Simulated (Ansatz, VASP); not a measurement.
## One calculation of Ti, two programs

```
CELL_PARAMETERS angstrom
0.00000 2.75826 2.75826
2.75826 0.00000 2.75826
2.75826 2.75826 0.00000
ATOMIC_POSITIONS crystal
Ti 0.50000 0.50000 0.50000
Ti 0.75000 0.75000 0.75000
```

Alike in both runs: functional PBEsol; k mesh 18 × 18 × 18; occupations gaussian, width 0.1 eV; no spin polarisation.

Ansatz relaxed the structure, and its values are those at the end. VASP's run is a single point on that final structure, the one shown.

```csv
,VASP,Ansatz
version,VASP 6.6.1,Ansatz 0.2.0
potentials or method,"VASP PAW PBE potentials, release 64 (Ti_sv)","scalar-relativistic, plane waves, PAW"
plane-wave cutoff (eV),520,420
valence electrons in the cell,24,24
```

```tsv
	VASP	Ansatz	Ansatz less VASP
gap on the k mesh at the Fermi level (eV)	none	none	-
pressure (GPa)	0.3	0.0	-0.24
```

A gap of «none» marks a metal or a gap that the smearing closes.

Caveats: the PAW data sets were made with another functional, which shifts forces and pressure a little (VASP).
